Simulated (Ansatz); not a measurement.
# Si2Ni (Fm-3m) in Ansatz: a series of runs

Runs on Si2Ni. Level: PBE. Tasks: single point.

Program: Ansatz 0.2.0. These are calculated values, not measurements. Logs are shortened: lines on timing, memory, paths and dates and some standing lists are left out, and cuts for length are marked.

### Step 1. Starting point

The structure is cubic, space group Fm-3m (No. 225). Conventional cell: a = 5.406 Å, b = 5.406 Å, c = 5.406 Å, α = 90.00°, β = 90.00°, γ = 90.00°. Around Ni (site symmetry m-3m) lie 8 Si at 2.34 Å. Around Si (site symmetry -43m) lie 4 Ni at 2.34 Å.

### Step 2. Single point, PBE, collinear spin, ferromagnetic start

Input file input.yaml:

```yaml
crystal:
  lattice:
    - [0.0, 2.703, 2.703]
    - [2.703, 0.0, 2.703]
    - [2.703, 2.703, 0.0]
  atoms:
    - { symbol: Ni, position: [0.0, 0.0, 0.0], spin: 1.0 }
    - { symbol: Si, position: [0.75, 0.75, 0.75] }
    - { symbol: Si, position: [0.25, 0.25, 0.25] }
hamiltonian:
  xc: pbe
  pseudopotentials: { kind: paw }
magnetization:
  spin_polarized: true
kpoints:
  mp_grid: { grid: [9, 9, 9] }
scf:
  occupations: { method: gaussian, width: 0.026 }
output:
  forces: true
  stress: true
  eigenvalues: true
```

Potentials or basis: Ansatz PAW.

Launch:

```sh
$ ansatz run input.yaml --threads 2 --pin off --max-ram 5632MiB --backend cpu --events-out ev --progress --plain --runs-dir out
```

The program printed:

```text
Warning: RAYON_NUM_THREADS=2 ignored (pool sized by the plan → 2); use --threads N
Engine: ansatz 0.2.0, x86_64-unknown-linux-gnu
Pseudopotentials: kind: paw
Pseudopotential: Ni, paw, valence charge 18, recommended cutoff 420 eV (normal), Ni.paw.azcp
Pseudopotential: Si, paw, valence charge 4, recommended cutoff 420 eV (normal), Si.paw.azcp
Functional definition: PBE
  parameter kappa = 0.804
  parameter beta = 0.06672455060314922
  exchange = pbe_x(kappa = kappa, mu = beta*pi^2/3)
  correlation = pbe_c(beta = beta)
Crystal: 3 atoms, lattice volume = 39.497 Å³
Basis set: ecut = 420 eV, 749 PW (Γ), exchange–correlation on 54×54×54 points (8 copies of the dense FFT grid, shifted against one another)
Bands: 18, of which v1, the nominal top of the filled ones, is band 13 counted from 1 (12 counted from 0)
Symmetry: 48 space group operations
Space group: Fm-3m (ITA 225), of the structure as read, at distance tolerance 3.4e-5 Å
Magnetic group: BNS 225.116 (UNI 1618), of the structure as read, at distance tolerance 3.4e-5 Å
k-points: 35 of 729
Non-local potential: Ni, projectors of the file, l = 0: 3, l = 1: 2, l = 2: 3, l = 3: 1
Non-local potential: Si, projectors of the file, l = 0: 2, l = 1: 2, l = 2: 2
PAW form: soft (Blöchl's): semilocal exchange-correlation on the pseudo side does not see the compensation charge
PAW one-centre angular grid: Ni, 590 points (default); XC on 64 Gauss nodes
PAW one-centre angular grid: Si, 110 points (default); XC on 64 Gauss nodes
Initial density: superposition of atomic densities (chi_scale 0.1, normalization cell)
Starting moments: Σ|m| = 1 μB on 1 of 3 sites
Initial wavefunctions: pseudopotential atomic-orbital guess
Functional: x = pbe(κ = 0.804, μ = 0.2195149727645171), c = pbe(β = 0.06672455060314922)
SCF iter   1: F=—  HF=-7111.515924 eV  |F-HF|=—  |Δ(HF+E_count)|=         —  Δρ=9.75e-2 (↑9.75e-2 ↓4.83e-2)  dr2=1.41e0  dr2_m=1.62e0  M=0.044 μB ∫|m|=0.143 μB  β_m=0.30  ethr=3.10e-3  ⟨swp⟩=6.3  Hψ=6315  notcnv=0
Mixer restart at iter 1: flushing history
[... 10 lines left out ...]
SCF iter   9: F=—  HF=-7112.394693 eV  |F-HF|=—  |Δ(HF+E_count)|=   3.77e-7  Δρ=1.02e-5 (↑1.25e-6 ↓1.02e-5)  dr2=2.58e-8  dr2_m=1.03e-8  M=0.000 μB ∫|m|=0.000 μB  β_m=0.92  ethr=5.71e-9  ⟨swp⟩=2.2  Hψ=1823  notcnv=0  defer=60
SCF iter  10: F=—  HF=-7112.394693 eV  |F-HF|=—  |Δ(HF+E_count)|=   6.73e-9  Δρ=2.04e-6 (↑2.04e-6 ↓8.16e-7)  dr2=2.47e-9  dr2_m=1.55e-10  M=-0.000 μB ∫|m|=0.000 μB  β_m=0.93  ethr=9.91e-11  ⟨swp⟩=2.2  Hψ=2029  notcnv=0  defer=60
SCF iter  11: F=-7112.394693 eV  HF=-7112.394693 eV  |F-HF|=8.37e-11  |Δ(HF+E_count)|=  7.28e-12  Δρ=3.78e-7 (↑3.78e-7 ↓1.71e-7)  dr2=8.97e-11  dr2_m=5.30e-12  M=-0.000 μB ∫|m|=0.000 μB  ethr=9.50e-12  ⟨swp⟩=5.7  Hψ=4424  notcnv=0
SCF 1 converged in 11 iterations: F = -7112.394693 eV  dr2 = 8.97e-11
WARN: the starting moments were not kept: the SCF closed with an absolute magnetisation of 2.2e-6 μB, where they sum to 1 μB in size (1 site). That is at most 0.1 of that sum. Measured as dr2_m measures the in/out step, that magnetisation stands 2.3e-12 eV from none, at or under the dr2_threshold of 1.0e-7 eV: it is no larger than a step whose dr2_m would equal this threshold. The system may hold no moment; this SCF shows only that its start led to no more than that. To try another start: raise the starting moments (crystal.atoms[].spin, magnetization.per_species, magnetization.initial_magnetization, or on a non-collinear deck that types none of these the spinor_matrix: blocks that start its atoms; where the total moment is fixed, keep their sum and leave initial_magnetization as it is; typed ones take the place of any that the run laid by itself, positive ones on a crystal's lanthanoids without a Hubbard term where scf.initial_density.shell_occupations: [] is typed) or, if the notice of its spin-set hold's release reads "site moments contracting" or "site moments show no strong build", lengthen the hold (scf.mixing.spin_hold: { on: { confirm: 4 } }; for m-r²SCAN on two components see the key's manual first). Each may lead to a state that holds a moment. A second SCF, from the converged charge density, with the starting moments and any scf.initial_density.shell_occupations laid on it anew, would have followed, and was not run: the deck does not ask for one (magnetization.retry_lost_moments is false, the default). To let it run, set magnetization.retry_lost_moments: true and run the deck again, where that key's refused combinations let it; where memory then withholds it, that run's warning says so.
SCF converged after 11 iterations
Magnetization: -0.0000 μB (13.0000 up, 13.0000 down)
Absolute magnetization: 0.0000 μB (∫|ρ↑−ρ↓|, with the PAW one-centre terms)
Spin contamination: 0.0000 ħ² per cell (⟨S²⟩ above its minimum at these occupations)
Per-site moments (μB) at R_I (Å): [(5.029091667765272e-7, 0.9656074999021016), (-8.483255375655302e-8, 0.9656074999021016), (-8.483255369180501e-8, 0.9656074999021018)]
Free energy (F): -7112.394693 eV
Harris-Foulkes:  -7112.394693 eV  (|F-HF|=8.37e-11)
Internal energy: -7112.394380 eV  (E = F + TS)
E sigma→0 (E₀):  -7112.394537 eV
Entropy (-TS):   -0.000313 eV (-0.104 meV/atom)
Fermi energy:    13.346701 eV
--- Per-component energies (eV) ---
  E_band       = -344.000255
  E_kinetic    = 370.716605
  E_local      = -4906.251338  (includes V_loc(G=0)·N_el)
  E_nonlocal   = 679.749439
  E_hartree    = 2122.060449
  E_xc         = -199.480682
  E_vxc        = -208.748719  (∫ρ·V_xc dr)
  E_paw        = -2651.340498  (= ΣΔE_a)
  E_vpaw       = -523.588499  (= ΣTr[D̂ρ^β])
  E_aug_tail   = 0.000498  (compensation charges beyond the density's cutoff)
  E_ewald      = -2527.848854
  E_smearing   = -0.000313  (= −TS)
  E_closure    = 0.000000  (closes the sum)
  Σ components = -7112.394693   (vs F -7112.394693, Δ=0.00e0)
--- Forces (eV/Å), atoms counted from 1 ---
  atom   1  Ni    -0.00000000     0.00000000     0.00000000
  atom   2  Si    -0.00000000     0.00000000     0.00000000
  atom   3  Si     0.00000000    -0.00000000     0.00000000
  max |Σ_I F_I| component: 4.16e-17 eV/Å
--- Stress (GPa, compression-positive) ---
        3.987036      -0.000000       0.000000
       -0.000000       3.987036       0.000000
       -0.000000      -0.000000       3.987036
  P = ⅓ Tr σ = 3.9870 GPa (39.870 kbar)
--- Band table (eV; the first three rows and the last of 70) ---
  k-point 0 ↑: bands = ["-91.3314", "-51.7284", "-51.7284", "-51.7284", "-0.5898", "8.0764", "8.0764", "8.0764", "9.7843", "9.7843", "12.9796", "15.0086", "15.0086", "15.0086", "15.5376", "15.5376", "15.5376", "17.9976"]
  k-point 1 ↑: bands = ["-91.3314", "-51.7285", "-51.7284", "-51.7284", "-0.4068", "7.7037", "8.1343", "8.1343", "9.7512", "9.7512", "12.5919", "13.8838", "14.2628", "14.2628", "16.2266", "16.2266", "17.1836", "17.5055"]
  k-point 2 ↑: bands = ["-91.3314", "-51.7288", "-51.7284", "-51.7284", "0.1367", "6.6975", "8.2798", "8.2798", "9.7034", "9.7034", "11.1449", "13.3697", "13.3697", "14.2332", "15.9117", "15.9117", "16.9075", "18.3372"]
  k-point 34 ↓: bands = ["-91.3315", "-51.7291", "-51.7290", "-51.7287", "3.7935", "4.5969", "6.4840", "6.7352", "9.3936", "9.5680", "9.8332", "10.1636", "10.8936", "15.0172", "15.8358", "17.6161", "19.2926", "21.2759"]
```

Run time: 1.7 s. Hardware: 2 threads of Intel Xeon 6975P-C (Granite Rapids), shared host; peak memory 0.41 GiB.

Results:

| Property | Result |
| --- | --- |
| Free energy | -7112.3947 eV |
| Pressure | 4.0 GPa |
| Band gap on the k mesh | none (metal or under the smearing width) |
| Net moment | 0.00 μB per cell |
| Absolute moment | 0.00 μB per cell |

Levels at points of the mesh, in eV from the Fermi level:
Spin up:
| k point | band 10 | band 11 | band 12 | band 13 | band 14 | band 15 | band 16 | band 17 |
| --- | --- | --- | --- | --- | --- | --- | --- | --- |
| (0.00, 0.00, 0.00) | -3.56 | -0.37 | 1.66 | 1.66 | 1.66 | 2.19 | 2.19 | 2.19 |
Spin down:
```csv
k point,band 10,band 11,band 12,band 13,band 14,band 15,band 16,band 17
"(0.00, 0.00, 0.00)",-3.56,-0.37,1.66,1.66,1.66,2.19,2.19,2.19
```

Caveat: the starting moments weren't kept.

(Part 1 of 2 ends here.)
